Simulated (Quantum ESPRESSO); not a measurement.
# Ti (Im-3m) in Quantum ESPRESSO: settings compared, part 3 of 3

Quantum ESPRESSO 7.5.

## Step 4: Hubbard U by linear response, PBEsol+U

File pw.in:

```
&CONTROL
  calculation = 'scf'
  prefix = 'pwscf'
  outdir = './tmp'
  pseudo_dir = './pseudo'
  tprnfor = .true.
  tstress = .true.
  disk_io = 'low'
/
&SYSTEM
  ibrav = 0
  nat = 1
  ntyp = 1
  ecutwfc = 45
  ecutrho = 360
  nbnd = 15
  occupations = 'smearing'
  smearing = 'mp'
  degauss = 0.00999582
/
&ELECTRONS
  conv_thr = 2d-10
  electron_maxstep = 120
  mixing_beta = 0.3
/
ATOMIC_SPECIES
Ti    47.8670 ti_pbesol_v1.4.uspp.F.UPF
CELL_PARAMETERS angstrom
  -1.6410000000    1.6410000000    1.6410000000
   1.6410000000   -1.6410000000    1.6410000000
   1.6410000000    1.6410000000   -1.6410000000
ATOMIC_POSITIONS crystal
Ti     0.0000000000    0.0000000000    0.0000000000
K_POINTS automatic
8 8 8 0 0 0
HUBBARD {atomic}
U Ti-3d 5.0
```

File scf2.in:

```
&CONTROL
  calculation = 'scf'
  prefix = 'pwscf'
  outdir = './tmp'
  pseudo_dir = './pseudo'
  tprnfor = .true.
  tstress = .true.
  disk_io = 'low'
/
&SYSTEM
  ibrav = 0
  nat = 1
  ntyp = 1
  ecutwfc = 45
  ecutrho = 360
  nbnd = 15
  occupations = 'smearing'
  smearing = 'mp'
  degauss = 0.00999582
/
&ELECTRONS
  conv_thr = 1d-13
  electron_maxstep = 120
  mixing_beta = 0.3
  startingpot = 'file'
  startingwfc = 'file'
/
ATOMIC_SPECIES
Ti    47.8670 ti_pbesol_v1.4.uspp.F.UPF
CELL_PARAMETERS angstrom
  -1.6410000000    1.6410000000    1.6410000000
   1.6410000000   -1.6410000000    1.6410000000
   1.6410000000    1.6410000000   -1.6410000000
ATOMIC_POSITIONS crystal
Ti     0.0000000000    0.0000000000    0.0000000000
K_POINTS automatic
8 8 8 0 0 0
HUBBARD {atomic}
U Ti-3d 5.0
```

File hp.in:

```
&INPUTHP
  prefix = 'pwscf'
  outdir = './tmp'
  nq1 = 2
  nq2 = 2
  nq3 = 2
  conv_thr_chi = 1d-06
  niter_max = 80
  iverbosity = 1
  alpha_mix(1) = 0.15
/
```

Potentials or basis: GBRV 1.5 PBEsol.

On the command line:

```
$ OMP_NUM_THREADS=1 pw.x -in pw.in > pw.out
$ OMP_NUM_THREADS=1 pw.x -in scf2.in > scf2.out
$ OMP_NUM_THREADS=1 hp.x -in hp.in > hp.out
```

pw.out:

```text
This program is part of the open-source Quantum ESPRESSO suite
     for quantum simulation of materials; please cite
[... 9 lines left out ...]
     --------------------
     sticks:   dense  smooth     PW     G-vecs:    dense   smooth      PW
     Sum         781     391    155                13811     4897    1205

     Using Slab Decomposition

     bravais-lattice index     =            0
     lattice parameter (alat)  =       5.3712  a.u.
     unit-cell volume          =     119.2840 (a.u.)^3
     number of atoms/cell      =            1
     number of atomic types    =            1
     number of electrons       =        12.00
     number of Kohn-Sham states=           15
     kinetic-energy cutoff     =      45.0000  Ry
     charge density cutoff     =     360.0000  Ry
     scf convergence threshold =      2.0E-10
     mixing beta               =       0.3000
     number of iterations used =            8  plain     mixing
     Exchange-correlation= SLA  PW   PSX  PSC
                           (   1   4  10   8   0   0   0)
     Hubbard projectors: atomic
     Hubbard parameters of DFT+U (Dudarev formulation) in eV:
     U(Ti-3d) =  5.0000

     Internal variables: lda_plus_u =T, lda_plus_u_kind = 0

     Internal variables: orbital_resolved =F, hub_pot_fix =F, apply_U = F

     celldm(1)=   5.371160  celldm(2)=   0.000000  celldm(3)=   0.000000
     celldm(4)=   0.000000  celldm(5)=   0.000000  celldm(6)=   0.000000

     crystal axes: (cart. coord. in units of alat)
               a(1) = (  -0.577350   0.577350   0.577350 )
[... 265 lines left out ...]
      -0.203  0.201  0.958  0.000  0.000
      -0.647  0.707 -0.286  0.000  0.000
       0.000  0.000 -0.000  1.000 -0.003
       0.735  0.678  0.014 -0.000 -0.000
     occupation matrix ns (before diag.):
       0.391 -0.000 -0.000  0.000  0.000
      -0.000  0.212 -0.000  0.000  0.000
      -0.000 -0.000  0.212  0.000  0.000
       0.000  0.000  0.000  0.391 -0.000
[... 76 lines left out ...]
   -44.1545 -20.6691 -20.5060 -20.3656  12.6102  13.0130  13.2477  15.7927
    15.7997  19.5418  22.0158  22.1426  24.6712  36.1133  37.8218

          k = 0.0000-0.1083 0.3248 (   601 PWs)   bands (ev):

   -44.2078 -20.5376 -20.3580 -20.3008   9.1781  13.6966  14.3662  14.9898
    15.8330  15.8732  26.4854  28.1910  29.4277  31.7987  34.7629

          k =-0.0000-0.2165 0.4330 (   617 PWs)   bands (ev):

   -44.1605 -20.7375 -20.4298 -20.2973  10.7847  13.0217  14.0176  15.3534
    16.1856  16.9466  23.0264  26.9313  27.8478  33.0328  34.2167

          k = 0.1083-0.1083 0.4330 (   607 PWs)   bands (ev):

   -44.1666 -20.6624 -20.4449 -20.3376  10.5646  12.9292  14.3179  15.1943
    16.0538  16.7565  25.0627  25.1119  29.7323  30.2293  34.6477

          k =-0.8660-0.3248-0.3248 (   610 PWs)   bands (ev):
[... 51 lines left out ...]
   -44.0800 -20.6586 -20.6586 -20.6586  11.0767  11.0767  17.2641  17.2641
    17.2641  20.8756  20.8756  20.8756  27.0607  27.0607  29.9679

     the Fermi energy is    13.5151 ev

!    total energy              =    -118.75197065 Ry
     estimated scf accuracy    <          9.0E-11 Ry
     smearing contrib. (-TS)   =       0.00025847 Ry
     internal energy E=F+TS    =    -118.75222911 Ry

     The total energy is F=E-TS. E is the sum of the following terms:
     one-electron contribution =     -40.77540572 Ry
     hartree contribution      =      23.94252729 Ry
     xc contribution           =     -17.78265380 Ry
     ewald contribution        =     -84.49576921 Ry
     Hubbard energy            =       0.35907232 Ry

     convergence has been achieved in  15 iterations

     negative rho (up, down):  4.422E-04 0.000E+00

     Forces acting on atoms (cartesian axes, Ry/au):

     atom    1 type  1   force =     0.00000000    0.00000000    0.00000000

     Total force =     0.000000     Total SCF correction =     0.000000

     Computing stress (Cartesian axis) and pressure

     negative rho (up, down):  4.422E-04 0.000E+00
          total   stress  (Ry/bohr**3)                   (kbar)     P=       89.70
   0.00060978   0.00000000   0.00000000           89.70        0.00        0.00
   0.00000000   0.00060978   0.00000000            0.00       89.70        0.00
   0.00000000   0.00000000   0.00060978            0.00        0.00       89.70

=------------------------------------------------------------------------------=
   JOB DONE.
=------------------------------------------------------------------------------=
```

Run time: 71 s. Hardware: 1 thread of Arm Neoverse V1, shared host; peak memory 0.09 GiB.

Results:

```yaml
Free_energy: -1615.7029 eV
Pressure: 9.0 GPa
Band_gap_on_the_k_mesh: none (metal or under the smearing width)
Hubbard_U_from_linear_response: 3.36 eV
```

Eigenvalues of the final occupation matrices:
```csv
site,spin,trace,eigenvalues
Ti 1 3d,each,1.42,0.21 0.21 0.21 0.39 0.39
```

Hubbard U from linear response:
```csv
site,manifold,U (eV)
1,Ti-3d,3.36
```
On the first site the bare response is -1.721 and the screened one -0.238 eV⁻¹.

Caveat: the k mesh is coarse; the computed U isn't converged in cell size; U without spin polarisation on a metal has little footing; the U is typed as a test and isn't derived for this compound.

## Step 5: The runs side by side

| task | level | U | cell | k mesh | smearing | mixing beta | q mesh | k mesh for the Wannier functions | projections | start of the occupations | gap on the mesh (eV) | pressure (GPa) |
| --- | --- | --- | --- | --- | --- | --- | --- | --- | --- | --- | --- | --- |
| phonon dispersion | PBEsol | - | relaxed | 12 × 12 × 12 | methfessel-paxton 0.2 eV | 0.5 | 3 × 3 × 3 | - | - | - | none | 0.0 |
| Wannier functions | PBEsol | - | as given | 8 × 8 × 8 | fermi-dirac 0.05 eV | 0.5 | - | 7 × 7 × 7 | Ti spd | - | none | -6.9 |
| Hubbard U by linear response | PBEsol+U | Ti d U = 5 eV | as given | 8 × 8 × 8 | methfessel-paxton 0.136 eV | 0.3 | 2 × 2 × 2 | - | - | default | none | 9.0 |

Alike in all rows: potentials or basis GBRV 1.5 PBEsol; no spin polarisation; cutoff (eV) 612.

Caveats: some modes are imaginary (some runs); the computed U isn't converged in cell size (some runs); U without spin polarisation on a metal has little footing (some runs); the U is typed as a test and isn't derived for this compound (some runs).

Total energies depend on the potentials used, so only differences within one code and one set of settings carry meaning.
